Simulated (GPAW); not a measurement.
# TePb (Pm-3m) in GPAW: settings compared, part 2 of 2

GPAW 26.7.0. The steps go on from the part before.

**4. Band structure, PBE, spin-orbit coupling, no magnetisation**

File run.py:

```python
import numpy as np
from ase.dft.bandgap import bandgap
from ase.io import read, write
from ase.units import GPa
from gpaw import GPAW, PW
from gpaw.spinorbit import soc_eigenstates

atoms = read('TePb.xyz')

calc = GPAW(mode=PW(600),
            xc='PBE',
            kpts={'size': (5, 5, 5), 'gamma': True},
            occupations={'name': 'fermi-dirac', 'width': 0.05},
            nbands=19,
            convergence={'density': 1e-05, 'energy': 1e-05},
            maxiter=150,
            txt='gpaw.txt')
atoms.calc = calc
energy = atoms.get_potential_energy()
forces = atoms.get_forces()
stress = atoms.get_stress()
calc.write('gs.gpw')
write('result.traj', atoms)
print(f'Energy: {energy:.6f} eV')
print('Forces (eV/A):')
print(forces.round(4))
print('Stress (GPa):', (stress / GPa).round(3))
print('Fermi level:', round(calc.get_fermi_level(), 4), 'eV')
print(f'Gap: {bandgap(calc)[0]:.4f} eV, direct: {bandgap(calc, direct=True)[0]:.4f} eV')

path = atoms.cell.bandpath('GXMGRX,MR', npoints=60, eps=1e-4)
bs_calc = calc.fixed_density(kpts=path, symmetry='off', nbands=32,
                             convergence={'bands': 'CBM+6.0', 'eigenstates': 1e-6}, txt='bands.txt')
bs = bs_calc.band_structure()
bs.write('bs.json')
print(f'Gap on the path: {bandgap(bs_calc)[0]:.4f} eV')

soc = soc_eigenstates(bs_calc, theta=90, phi=45)
np.savetxt('soc_bands.dat', soc.eigenvalues(), fmt='%.4f')
mesh = soc_eigenstates('gs.gpw', theta=90, phi=45)
np.savetxt('soc_mesh.dat', mesh.eigenvalues(), fmt='%.4f')
print('Fermi level with spin-orbit coupling:', round(mesh.fermi_level, 4), 'eV')
```

File TePb.xyz:

```xyz
2
Lattice="4.0022870000 0.0000000000 0.0000000000 0.0000000000 4.0022870000 0.0000000000 0.0000000000 0.0000000000 4.0022870000" Properties=species:S:1:pos:R:3 pbc="T T T"
Pb     0.0000000000      0.0000000000      0.0000000000
Te     2.0011435000      2.0011435000      2.0011435000
```

Potentials or basis: GPAW PAW data sets (gpaw-data 1.2.1), pw.

Started as:

```bash
> OMP_NUM_THREADS=1 python run.py
```

gpaw.txt:

```text
__  _  _
 | _ |_)|_||  |
 |__||  | ||/\| - 26.7.0

Input parameters:
  mode=PW(ecut=600.0),
  convergence={'density': 1e-05, 'energy': 1e-05},
  kpts=MonkhorstPack(size=(5, 5, 5), gamma=True),
  maxiter=150,
  nbands=19,
  occupations=Occupations(name='fermi-dirac', width=0.05),
  xc=XC(name='PBE')

Diagonalizing LCAO Hamiltonian
Converting LCAO to pw mode
   .---------.
  /|         |
 * |         |
 | |         |
 | |   Te    |
 | .---------.
 |/         /
 Pb--------*

Atoms  # Å, Bohr magnetons
|   | symbol |        x |        y |        z |    initial magnetic moments |
|---|--------|----------|----------|----------|-----------------------------|
| 0 |     Pb | 0.000000 | 0.000000 | 0.000000 | ( 0.0000,  0.0000,  0.0000) |
| 1 |     Te | 2.001143 | 2.001143 | 2.001143 | ( 0.0000,  0.0000,  0.0000) |

Unit cell  # Å
| periodic |        x |        y |        z |  lengths |    angles |
|----------|----------|----------|----------|----------|-----------|
|      yes | 4.002287 | 0.000000 | 0.000000 | 4.002287 | 90.000000 |
|      yes | 0.000000 | 4.002287 | 0.000000 | 4.002287 | 90.000000 |
|      yes | 0.000000 | 0.000000 | 4.002287 | 4.002287 | 90.000000 |

Number of symmetries: 48
Symmetry operations  # r_c * U_cc + t_c -> r_c
|    | kind |            matrix            |
|----|------|------------------------------|
|  0 |  E   |  1, 0, 0,  0, 1, 0,  0, 0, 1 |
|  1 |  σ   |  1, 0, 0,  0, 1, 0,  0, 0,-1 |
|  2 |  σ   |  1, 0, 0,  0, 0, 1,  0, 1, 0 |
|  3 |  C4  |  1, 0, 0,  0, 0, 1,  0,-1, 0 |
|  4 |  C4  |  1, 0, 0,  0, 0,-1,  0, 1, 0 |
|  5 |  σ   |  1, 0, 0,  0, 0,-1,  0,-1, 0 |
|  6 |  σ   |  1, 0, 0,  0,-1, 0,  0, 0, 1 |
|  7 |  C2  |  1, 0, 0,  0,-1, 0,  0, 0,-1 |
|  8 |  σ   |  0, 1, 0,  1, 0, 0,  0, 0, 1 |
|  9 |  C2  |  0, 1, 0,  1, 0, 0,  0, 0,-1 |
| 10 |  C3  |  0, 1, 0,  0, 0, 1,  1, 0, 0 |
| 11 |  S6  |  0, 1, 0,  0, 0, 1, -1, 0, 0 |
| 12 |  S6  |  0, 1, 0,  0, 0,-1,  1, 0, 0 |
| 13 |  C3  |  0, 1, 0,  0, 0,-1, -1, 0, 0 |
| 14 |  C4  |  0, 1, 0, -1, 0, 0,  0, 0, 1 |
| 15 |  S4  |  0, 1, 0, -1, 0, 0,  0, 0,-1 |
| 16 |  C3  |  0, 0, 1,  1, 0, 0,  0, 1, 0 |
| 17 |  S6  |  0, 0, 1,  1, 0, 0,  0,-1, 0 |
| 18 |  σ   |  0, 0, 1,  0, 1, 0,  1, 0, 0 |
| 19 |  C4  |  0, 0, 1,  0, 1, 0, -1, 0, 0 |
| 20 |  C2  |  0, 0, 1,  0,-1, 0,  1, 0, 0 |
| 21 |  S4  |  0, 0, 1,  0,-1, 0, -1, 0, 0 |
| 22 |  S6  |  0, 0, 1, -1, 0, 0,  0, 1, 0 |
| 23 |  C3  |  0, 0, 1, -1, 0, 0,  0,-1, 0 |
| 24 |  S6  |  0, 0,-1,  1, 0, 0,  0, 1, 0 |
| 25 |  C3  |  0, 0,-1,  1, 0, 0,  0,-1, 0 |
| 26 |  C4  |  0, 0,-1,  0, 1, 0,  1, 0, 0 |
| 27 |  σ   |  0, 0,-1,  0, 1, 0, -1, 0, 0 |
| 28 |  S4  |  0, 0,-1,  0,-1, 0,  1, 0, 0 |
| 29 |  C2  |  0, 0,-1,  0,-1, 0, -1, 0, 0 |
| 30 |  C3  |  0, 0,-1, -1, 0, 0,  0, 1, 0 |
| 31 |  S6  |  0, 0,-1, -1, 0, 0,  0,-1, 0 |
[... 103 lines left out ...]
    |   5s |  2.000 |     -15.089 |    1.180 |
    |   5p |  4.000 |      -5.955 |    1.196 |
    |    s |        |      12.123 |    1.180 |
    |    p |        |      21.256 |    1.196 |
    |    d |        |       0.000 |    1.238 |

    Using partial waves for Te as LCAO basis

Reference energy: -752065.146798  # eV

eigensolver:
  PPCG
  Converge bands: occupied
  niter=2

density mixing:
  MSR1-Mixer
  Pratt-step length: 0.05
  Maximum mixing coefficient: 0.75
  Old densities: 10
  SVD Regularization: 0.005
  Good broyden scale: 1.0
  Trust region scale: 1.0
  Backstep threshold: 4.0
  History deletion threshold: 6.0
  Fourier metric: weight=20.0, sigma=0.015

occupation numbers:
  Fermi-Dirac:
    width: 0.0500  # eV

poisson solver:
  ecut: 4800.0  # eV

xc functional:
  name: PBE with 2 nearest neighbor stencil

convergence criteria:
- Maximum integral of absolute [dens]ity change: 1e-05 electrons / valence electron
- Maximum [total energy] change in last 3 cyles: 1e-05 eV / valence electron
- Maximum integral of absolute [eigenst]ate change: 4e-08 eV^2 / valence electron
maximum number of iterations: 150

SCF iterations
|iter     | |      energy | eigst |  dens |
|---------|-|-------------|-------|-------|
|iter:   1| |   -7.514827 | -0.25 |       |
|iter:   2| |   -7.462323 | -2.04 | -1.27 |
|iter:   3| |   -7.344014 | -2.27 | -1.35 |
|iter:   4| |   -7.342546 | -3.93 | -1.86 |
|iter:   5| |   -7.342611 | -4.17 | -2.18 |
|iter:   6| |   -7.342632c| -5.66 | -3.16 |
|iter:   7| |   -7.342636c| -6.27 | -3.57 |
|iter:   8| |   -7.342636c| -7.64c| -4.57 |
|iter:   9| |   -7.342635c| -7.56c| -4.97 |
|iter:  10| |   -7.342635c| -8.30c| -5.79c|

Converged in 10 steps
Energy contributions relative to reference atoms: (reference = -752065.146798)

Energy contributions:
  Kinetic:          13.396891
  Coulomb:         -14.179967
  Zero:              0.130466
  External:          0.000000
  Xc:               -6.684002
  Entropy:          -0.012048
  Spinorbit:         0.000000
  ----------------------------
  Free energy:      -7.348659
  Extrapolated:     -7.342635

dipole moment: (-16.901391, -16.901391, -16.901391)  # |e|*Ang

Fermi level: 6.274
Eigenvalues  # (at kpt = [0.000, 0.000, 0.000])
| band index |      eig [eV] | occ [0-2] |
|------------|---------------|-----------|
|          0 |       -10.668 |     2.000 |
|        ... |               |           |
|          2 |       -10.590 |     2.000 |
|          3 |       -10.590 |     2.000 |
|          4 |       -10.590 |     2.000 |
|          5 |        -5.734 |     2.000 |
|          6 |        -0.281 |     2.000 |
|          7 |         4.824 |     2.000 |
[... 9 lines left out ...]
|         17 |        17.614 |     0.000 |
|         18 |        17.614 |     0.000 |

No gap
No difference between direct/indirect transitions

Forces  # eV/Ang
|       x |        y |       z |
|---------|----------|---------|
| 0.00000 | -0.00000 | 0.00000 |  # Pb   0
| 0.00000 |  0.00000 | 0.00000 |  # Te   1

Stress tensor  # eV/Ang^3
|        x |        y |        z |
|----------|----------|----------|
| 0.004414 | 0.000000 | 0.000000 |
| 0.000000 | 0.004414 | 0.000000 |
| 0.000000 | 0.000000 | 0.004414 |

# Writing to gs.gpw (mode='')
```

stdout:

```text
Energy: -7.342635 eV
Forces (eV/A):
[[ 0. -0.  0.]
 [ 0.  0.  0.]]
Stress (GPa): [0.707 0.707 0.707 0.    0.    0.   ]
Fermi level: 6.2741 eV
Gap: 0.0000 eV, direct: 0.0000 eV
Gap on the path: 0.0000 eV
Fermi level with spin-orbit coupling: 6.4581 eV
```

Run time: 74 s. Hardware: 1 thread of Arm Neoverse N1, shared host; peak memory 0.28 GiB.

Results:

- Free energy: -7.3487 eV
- Pressure: -0.7 GPa
- Band gap along the path: none (metal or under the smearing width)

Levels at the corners of the path, in eV from the Fermi level:
| point | band 18 | band 19 | band 20 | band 21 | band 22 | band 23 |
| --- | --- | --- | --- | --- | --- | --- |
| Γ | -1.24 | -1.24 | -1.24 | 3.08 | 3.08 | 3.99 |
| X | -0.44 | -0.29 | -0.29 | 0.11 | 0.11 | 1.86 |
| M | -4.45 | 0.11 | 0.11 | 2.27 | 2.28 | 4.03 |
| Γ | -1.24 | -1.24 | -1.24 | 3.08 | 3.08 | 3.99 |
| R | -2.32 | -2.32 | -2.32 | -2.28 | -2.28 | -0.57 |
| X | -0.44 | -0.29 | -0.29 | 0.11 | 0.11 | 1.86 |
| M | -4.45 | 0.11 | 0.11 | 2.27 | 2.28 | 4.03 |
| R | -2.32 | -2.32 | -2.32 | -2.28 | -2.28 | -0.57 |

Caveat: spin-orbit coupling was added after a scalar SCF, so levels and gaps hold it while energy, forces, pressure and moments don't; this program's spin-orbit splittings come out too wide for heavy elements.

**5. Band structure, LDA**

run.py: that of step 4 with these lines changed.

```diff
@@ -1,2 +1 @@
-import numpy as np
 from ase.dft.bandgap import bandgap
@@ -5,9 +4,8 @@
 from gpaw import GPAW, PW
-from gpaw.spinorbit import soc_eigenstates
 
-atoms = read('TePb.xyz')
+atoms = read('POSCAR')
 
 calc = GPAW(mode=PW(600),
-            xc='PBE',
-            kpts={'size': (5, 5, 5), 'gamma': True},
+            xc='LDA',
+            kpts={'size': (7, 7, 7), 'gamma': True},
             occupations={'name': 'fermi-dirac', 'width': 0.05},
@@ -36,7 +34 @@
 print(f'Gap on the path: {bandgap(bs_calc)[0]:.4f} eV')
-
-soc = soc_eigenstates(bs_calc, theta=90, phi=45)
-np.savetxt('soc_bands.dat', soc.eigenvalues(), fmt='%.4f')
-mesh = soc_eigenstates('gs.gpw', theta=90, phi=45)
-np.savetxt('soc_mesh.dat', mesh.eigenvalues(), fmt='%.4f')
-print('Fermi level with spin-orbit coupling:', round(mesh.fermi_level, 4), 'eV')
```

File POSCAR:

```
TePb
1.0
    4.0022870000      0.0000000000      0.0000000000
    0.0000000000      4.0022870000      0.0000000000
    0.0000000000      0.0000000000      4.0022870000
Pb Te
1 1
Direct
    0.0000000000      0.0000000000      0.0000000000
    0.5000000000      0.5000000000      0.5000000000
```

Potentials or basis: the program's PAW data sets (release 1.2.1) made for this functional, pw.

Started as:

```bash
> OMP_NUM_THREADS=1 python run.py
```

It took 81 s on 1 thread of Arm Neoverse N1, shared host; peak memory 0.27 GiB.

The run converged. Its results:

* Free energy: -8.6156 eV
* Pressure: -4.2 GPa
* Band gap along the path: none (metal or under the smearing width)

Levels at the corners of the path, in eV from the Fermi level:
```csv
point,band 6,band 7,band 8,band 9,band 10,band 11,band 12,band 13,band 14,band 15
Γ,-12.16,-6.81,-1.55,-1.55,-1.55,4.10,4.10,5.15,5.15,5.15
X,-10.85,-9.03,-0.74,-0.13,-0.13,0.11,2.28,2.28,5.46,6.86
M,-10.14,-7.90,-4.36,-4.36,0.24,3.42,3.65,3.65,6.09,6.98
Γ,-12.16,-6.81,-1.55,-1.55,-1.55,4.10,4.10,5.15,5.15,5.15
R,-9.78,-7.16,-2.42,-2.42,-2.42,-1.06,-1.06,-1.06,13.52,13.52
X,-10.85,-9.03,-0.74,-0.13,-0.13,0.11,2.28,2.28,5.46,6.86
M,-10.14,-7.90,-4.36,-4.36,0.24,3.42,3.65,3.65,6.09,6.98
R,-9.78,-7.16,-2.42,-2.42,-2.42,-1.06,-1.06,-1.06,13.52,13.52
```

Caveat: spin-orbit coupling is left out, which moves the levels of the heavy elements.

**6. Band structure, PBEsol**

run.py: that of step 5 with these lines changed.

```diff
@@ -2,9 +2,12 @@
 from ase.io import read, write
-from ase.units import GPa
-from gpaw import GPAW, PW
+from ase.units import Bohr, GPa
+from gpaw import GPAW, PW, setup_paths
+from gpaw.elf import elf_from_dft_calculation
 
-atoms = read('POSCAR')
+setup_paths.insert(0, '.')
+
+atoms = read('TePb.xyz')
 
 calc = GPAW(mode=PW(600),
-            xc='LDA',
+            xc='PBEsol',
             kpts={'size': (7, 7, 7), 'gamma': True},
@@ -28,2 +31,7 @@
 
+# fields on the real-space grid
+write('density.cube', atoms, data=calc.get_pseudo_density() * Bohr**3)
+write('potential.cube', atoms, data=calc.get_electrostatic_potential())
+write('elf.cube', atoms, data=elf_from_dft_calculation(calc).data)
+
 path = atoms.cell.bandpath('GXMGRX,MR', npoints=60, eps=1e-4)
```

TePb.xyz is that of step 4.

Potentials or basis: PAW data sets generated in the run's folder for this functional, pw.

Started as:

```bash
> gpaw-setup -f PBEsol Pb Te
> OMP_NUM_THREADS=1 python run.py
```

It took 87 s on 1 thread of Arm Neoverse N1, shared host; peak memory 0.28 GiB.

It converged, with:

```yaml
Free_energy: -8.1156 eV
Pressure: -2.9 GPa
Band_gap_along_the_path: none (metal or under the smearing width)
```

Levels at the corners of the path, in eV from the Fermi level:
| point | band 6 | band 7 | band 8 | band 9 | band 10 | band 11 | band 12 | band 13 | band 14 | band 15 |
| --- | --- | --- | --- | --- | --- | --- | --- | --- | --- | --- |
| Γ | -12.13 | -6.70 | -1.56 | -1.56 | -1.56 | 4.00 | 4.00 | 5.23 | 5.23 | 5.23 |
| X | -10.81 | -8.98 | -0.72 | -0.13 | -0.13 | 0.15 | 2.31 | 2.31 | 5.36 | 6.77 |
| M | -10.08 | -7.81 | -4.39 | -4.39 | 0.24 | 3.50 | 3.69 | 3.69 | 6.02 | 6.91 |
| Γ | -12.13 | -6.70 | -1.56 | -1.56 | -1.56 | 4.00 | 4.00 | 5.23 | 5.23 | 5.23 |
| R | -9.71 | -7.04 | -2.46 | -2.46 | -2.46 | -1.07 | -1.07 | -1.07 | 13.51 | 13.51 |
| X | -10.81 | -8.98 | -0.72 | -0.13 | -0.13 | 0.15 | 2.31 | 2.31 | 5.36 | 6.77 |
| M | -10.08 | -7.81 | -4.39 | -4.39 | 0.24 | 3.50 | 3.69 | 3.69 | 6.02 | 6.91 |
| R | -9.71 | -7.04 | -2.46 | -2.46 | -2.46 | -1.07 | -1.07 | -1.07 | 13.51 | 13.51 |

Caveat: spin-orbit coupling is left out, which moves the levels of the heavy elements.

**7. Overview**

| task | level | potentials or basis | spin | k mesh | band path | band points | spin axis theta (degrees) | spin axis phi (degrees) | soc after scf | pressure (GPa) |
| --- | --- | --- | --- | --- | --- | --- | --- | --- | --- | --- |
| equation of state | PBE+D3 | GPAW PAW data sets (gpaw-data 1.2.1), pw | off | 6 × 6 × 6 | - | - | - | - | - | - |
| band structure | PBE | GPAW PAW data sets (gpaw-data 1.2.1), pw | off | 7 × 7 × 7 | GXMGRX,MR | 100 | - | - | - | -0.3 |
| band structure | PBE | GPAW PAW data sets (gpaw-data 1.2.1), pw | SOC, no magnetisation | 5 × 5 × 5 | GXMGRX,MR | 60 | 90 | 45 | second variation | -0.7 |
| band structure | LDA | the program's PAW data sets (release 1.2.1) made for this functional, pw | off | 7 × 7 × 7 | GXMGRX,MR | 60 | - | - | - | -4.2 |
| band structure | PBEsol | PAW data sets generated in the run's folder for this functional, pw | off | 7 × 7 × 7 | GXMGRX,MR | 60 | - | - | - | -2.9 |

Alike in all rows: cell as given; cutoff (eV) 600; smearing fermi-dirac 0.05 eV.

Caveats: spin-orbit coupling is left out, which moves the levels of the heavy elements (some runs); the energies scatter about the fit (some runs); spin-orbit coupling was added after a scalar SCF, so levels and gaps hold it while energy, forces, pressure and moments don't (some runs); this program's spin-orbit splittings come out too wide for heavy elements (some runs).

Total energies depend on the potentials used, so only differences within one code and one set of settings carry meaning.
